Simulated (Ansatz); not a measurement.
An Ansatz input:

```yaml
crystal:
  lattice:
    - [-1.7405303107, 1.7404145978, 1.2013025804]
    - [1.7404145978, -1.7405303107, 1.2013025804]
    - [2.8573044101, 2.8573044101, -1.2015145088]
  atoms:
    - { symbol: Cr, position: [0.9999685044, 3.14956e-05, 0.0], spin: 1.5 }
    - { symbol: Cr, position: [0.7500314956, 0.2499685044, 0.5], spin: 1.5 }
hamiltonian:
  xc: revpbe
  pseudopotentials:
    kind: paw
    azcp:
      Cr: "pseudopotentials/Cr.paw.azcp"
basis:
  ecutwfc: 420
  fft_grid_basis: typed
kpoints:
  mp_grid: { grid: [17, 17, 9], shift: [0, 0, 0] }
magnetization:
  spin_polarized: true
scf:
  occupations: { method: fermi_dirac, width: 0.05 }
  lower_state_search: "off"
output:
  stress: true
```

Output

```
Engine: ansatz 0.2.0, x86_64-unknown-linux-gnu
Pseudopotentials: kind: paw
Pseudopotential: Cr, paw, valence charge 14, recommended cutoff 420 eV (normal) 
Functional definition: revPBE
  parameter kappa = 1.245
  parameter beta = 0.06672455060314922
  exchange = pbe_x(kappa = kappa, mu = beta*pi^2/3)
  correlation = pbe_c(beta = beta)
Crystal: 2 atoms, lattice volume = 23.896 Å³
Basis set: ecut = 420 eV, 457 PW (Γ)
Bands: 20, of which v1, the nominal top of the filled ones, is band 14 counted from 1 (13 counted from 0)
Symmetry: 4 space group operations
Space group: C2/c (ITA 15), of the structure as read, at distance tolerance 2.9e-5 Å
Magnetic group: BNS 15.85 (UNI 92), of the structure as read, at distance tolerance 2.9e-5 Å
k-points: 693 of 2601
Non-local potential: Cr, projectors of the file, l = 0: 3, l = 1: 2, l = 2: 3, l = 3: 1
PAW form: soft (Blöchl's): semilocal exchange-correlation on the pseudo side does not see the compensation charge
PAW frozen core: Cr, regenerated for the run's functional, and the local potential with it (the file was generated under x = pbe(κ = 0.804, μ = 0.2195149727645171), c = pbe(β = 0.06672455060314922))
PAW one-centre angular grid: Cr, 590 points (default); XC on 64 Gauss nodes
Initial density: superposition of atomic densities (chi_scale 0.1, normalization cell)
Starting moments: Σ|m| = 3 μB on 2 of 2 sites
Initial wavefunctions: pseudopotential atomic-orbital guess
Functional: x = revpbe(κ = 1.245, μ = 0.2195149727645171), c = pbe(β = 0.06672455060314922)
SCF iter   1: F=—  HF=-6763.792573 eV  |F-HF|=—  |Δ(HF+E_count)|=         —  Δρ=2.21e-1 (↑2.21e-1 ↓5.88e-2)  dr2=1.07e1  dr2_m=2.76e0  M=0.757 μB ∫|m|=0.772 μB  β_m=0.30  ethr=3.10e-3  ⟨swp⟩=3.5  Hψ=96632  notcnv=0
SCF iter   2: F=—  HF=-6761.908719 eV  |F-HF|=—  |Δ(HF+E_count)|=    1.88e0  Δρ=1.35e-1 (↑1.35e-1 ↓4.90e-2)  dr2=3.13e0  dr2_m=1.44e0  M=0.692 μB ∫|m|=0.713 μB  β_m=0.30  ethr=3.10e-3  ⟨swp⟩=2.1  Hψ=62160  notcnv=0  defer=794
SCF iter   3: F=—  HF=-6761.299930 eV  |F-HF|=—  |Δ(HF+E_count)|=   6.09e-1  Δρ=6.43e-2 (↑5.33e-2 ↓6.43e-2)  dr2=8.73e-2  dr2_m=7.00e-1  M=0.693 μB ∫|m|=0.705 μB  β_m=0.30  ethr=3.10e-3  ⟨swp⟩=2.5  Hψ=54917  notcnv=0  defer=778
SCF iter   4: F=—  HF=-6761.342060 eV  |F-HF|=—  |Δ(HF+E_count)|=   4.21e-2  Δρ=5.53e-2 (↑5.53e-2 ↓4.17e-2)  dr2=4.55e-2  dr2_m=5.11e-1  M=0.516 μB ∫|m|=0.534 μB  β_m=0.30  ethr=3.12e-4  ⟨swp⟩=2.9  Hψ=68256  notcnv=0  defer=454
SCF iter   5: F=—  HF=-6761.385374 eV  |F-HF|=—  |Δ(HF+E_count)|=   4.33e-2  Δρ=3.95e-2 (↑3.72e-2 ↓3.95e-2)  dr2=1.38e-3  dr2_m=3.22e-1  M=0.431 μB ∫|m|=0.447 μB  β_m=0.30  ethr=1.62e-4  ⟨swp⟩=2.1  Hψ=47150  notcnv=0  defer=454
SCF iter   6: F=—  HF=-6761.425879 eV  |F-HF|=—  |Δ(HF+E_count)|=   4.05e-2  Δρ=3.15e-2 (↑3.09e-2 ↓3.15e-2)  dr2=1.80e-4  dr2_m=2.14e-1  M=0.347 μB ∫|m|=0.362 μB  β_m=0.30  ethr=4.92e-6  ⟨swp⟩=2.5  Hψ=52758  notcnv=0  defer=454
...
iter 15 did not close the SCF: its close was put off for a magnetic moment that had not settled (scf_convergence_deferred on its scf_iter line)
SCF iter  15: F=-6761.499633 eV  HF=-6761.499633 eV  |F-HF|=3.03e-9  |Δ(HF+E_count)|=   1.12e-7  Δρ=4.12e-6 (↑4.09e-6 ↓4.12e-6)  dr2=5.71e-9  dr2_m=1.67e-9  M=0.000 μB ∫|m|=0.000 μB  β_m=0.85  ethr=3.57e-10  ⟨swp⟩=5.2  Hψ=96903  notcnv=0
iter 16 did not close the SCF: its close was put off for a magnetic moment that had not settled (scf_convergence_deferred on its scf_iter line)
SCF iter  16: F=-6761.499633 eV  HF=-6761.499633 eV  |F-HF|=1.42e-10  |Δ(HF+E_count)|=   2.18e-9  Δρ=7.06e-7 (↑7.06e-7 ↓6.42e-7)  dr2=2.32e-12  dr2_m=9.86e-11  M=0.000 μB ∫|m|=0.000 μB  β_m=0.93  ethr=2.04e-11  ⟨swp⟩=1.2  Hψ=78619  notcnv=0
SCF iter  17: F=-6761.499633 eV  HF=-6761.499633 eV  |F-HF|=2.73e-12  |Δ(HF+E_count)|=  2.22e-10  Δρ=1.24e-7 (↑9.32e-8 ↓1.24e-7)  dr2=8.73e-13  dr2_m=2.25e-12  M=0.000 μB ∫|m|=0.000 μB  ethr=1.00e-12  ⟨swp⟩=1.0  Hψ=74654  notcnv=0
WARN: the starting moments were not kept: the SCF closed with an absolute magnetisation of 2.0e-6 μB, where they sum to 3 μB in size (2 sites). That is at most 0.1 of that sum. Measured as dr2_m measures the in/out step, that magnetisation stands 8.3e-13 eV from none, at or under the dr2_threshold of 1.0e-7 eV: it is no larger than a step whose dr2_m would equal this threshold. The system may hold no moment; this SCF shows only that its start led to no more than that. To try another start: raise the starting moments (crystal.atoms[].spin, magnetization.per_species, magnetization.initial_magnetization, or on a non-collinear deck that types none of these the spinor_matrix: blocks that start its atoms; where the total moment is fixed, keep their sum and leave initial_magnetization as it is; typed ones take the place of any that the run laid by itself, positive ones on a crystal's lanthanoids without a Hubbard term where scf.initial_density.shell_occupations: [] is typed) or, if the notice of its spin-set hold's release reads "site moments contracting" or "site moments show no strong build", lengthen the hold (scf.mixing.spin_hold: { on: { confirm: 4 } }; for m-r²SCAN on two components see the key's manual first). Each may lead to a state that holds a moment. A second SCF, from the converged charge density, with the starting moments and any scf.initial_density.shell_occupations laid on it anew, would have followed, and was not run: the deck does not ask for one (magnetization.retry_lost_moments is false, the default). To let it run, set magnetization.retry_lost_moments: true and run the deck again, where that key's refused combinations let it; where memory then withholds it, that run's warning says so.
SCF 1 converged in 17 iterations: F = -6761.499633 eV  dr2 = 8.73e-13
SCF converged after 17 iterations
Magnetization: 0.0000 μB (14.0000 up, 14.0000 down)
Absolute magnetization: 0.0000 μB (∫|ρ↑−ρ↓|, with the PAW one-centre terms)
Spin contamination: 0.0000 ħ² per cell (⟨S²⟩ above its minimum at these occupations)
Per-site moments (μB) at R_I (Å): [(-2.3805500400462476e-7, 0.9910746311288207), (-2.3805500394901874e-7, 0.9910746311288207)]
Free energy (F): -6761.499633 eV
Harris-Foulkes:  -6761.499633 eV  (|F-HF|=2.73e-12)
Internal energy: -6761.486036 eV  (E = F + TS)
E sigma→0 (E₀):  -6761.492834 eV
Entropy (-TS):   -0.013597 eV (-6.798 meV/atom)
Fermi energy:    18.606926 eV
--- Per-component energies (eV) ---
  E_band       = -306.561993
  E_kinetic    = 686.138538
  E_local      = -2425.073442  (includes V_loc(G=0)·N_el)
  E_nonlocal   = 155.948685
  E_hartree    = 1055.824808
  E_xc         = -280.125786
  E_vxc        = -357.013746  (∫ρ·V_xc dr)
  E_paw        = -2396.200380  (= ΣΔE_a)
  E_vpaw       = -478.212498  (= ΣTr[D̂ρ^β])
  E_aug_tail   = 0.000805  (compensation charges beyond the density's cutoff)
  E_ewald      = -3557.926415
  E_core_change = -0.072849  (= ΣΔE_core)
  E_smearing   = -0.013597  (= −TS)
  E_closure    = 0.000000  (closes the sum)
  Σ components = -6761.499633   (vs F -6761.499633, Δ=0.00e0)
--- Stress (GPa, compression-positive) ---
       -0.065743      -0.036481       0.007187
       -0.036481      -0.065743       0.007187
        0.007187       0.007187       0.156325
  P = ⅓ Tr σ = 0.0083 GPa (0.083 kbar)
```
